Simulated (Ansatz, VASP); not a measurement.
## Mn in VASP and in Ansatz

```
CELL_PARAMETERS angstrom
2.53845 0.00000 0.00000
-1.26922 2.19836 0.00000
0.00000 0.00000 2.37186
ATOMIC_POSITIONS crystal
Mn 0.00000 0.00000 0.00000
```

Alike in both runs: task single point; functional r2SCAN; k mesh 9 × 9 × 8; occupations gaussian, width 0.1 eV; collinear spin.

```csv
,VASP,Ansatz
version,VASP 6.6.1,Ansatz 0.2.0
potentials or method,"VASP PAW PBE potentials, release 64 (Mn_pv)","scalar-relativistic, plane waves, PAW"
plane-wave cutoff (eV),520,500
valence electrons in the cell,13,15
```

```csv
,VASP,Ansatz,Ansatz less VASP
gap on the k mesh at the Fermi level (eV),none,none,-
pressure (GPa),1.0,21.4,+20.33
largest component of the traceless stress (GPa),5.34,12.67,+7.329
net moment per atom (μB),2.60,3.45,+0.841
size of the moment on the site where the two differ most (μB),2.63,3.31,+0.686
```

The net moments differ so much that the two runs ended in different magnetic states, which moves the other rows too. Site moments also hang on the region over which each program counts them. A gap of «none» marks a metal or a gap that the smearing closes. The two sets of potentials don't hold the same shells in valence. Ansatz warned: «stability_check_not_made».

Caveats: the PAW data sets were made with another functional, which shifts forces and pressure a little (VASP).
